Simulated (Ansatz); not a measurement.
The system is MoS2.

```xyz
6
Lattice="3.1690 0.0000 0.0000 -1.5845 2.7444 0.0000 0.0000 0.0000 12.3240" Properties=species:S:1:pos:R:3 pbc="T T T"
Mo    1.5845    0.9148    9.2430
Mo    0.0000    1.8296    3.0810
S     1.5845    0.9148    4.6461
S     0.0000    1.8296   10.8081
S     1.5845    0.9148    1.5159
S     0.0000    1.8296    7.6779
```

Base run:

* Program: Ansatz 0.2.0
* Functional: LDA
* Potentials or basis: Ansatz PAW
* Cutoff: 420 eV (not typed: the program's choice for these potentials)
* k mesh: 10 × 10 × 3
* Occupations: fermi-dirac, width 0.05 eV
* Spin: no spin polarisation

Its results: band gap on the k mesh 0.85 eV, indirect (least direct gap 1.86 eV); pressure -5.7 GPa; largest force 0.481 eV/Å.

Q: The run is repeated on the same cell with these changes: functional from LDA to PBEsol. What comes out?

A: Band gap on the k mesh 0.88 eV, indirect (least direct gap 1.87 eV); pressure -3.0 GPa; largest force 0.313 eV/Å.

PBEsol binds less tightly than LDA, so the same cell stands under more pressure.

Caveats: the PAW data sets come from PBE, with cores solved anew for the run's functional, which leaves a small shift of forces and pressure; this functional lacks dispersion, which binds the layers, so the pressure and a relaxed spacing across them are unreliable (some runs).

A k mesh can miss the band edges.
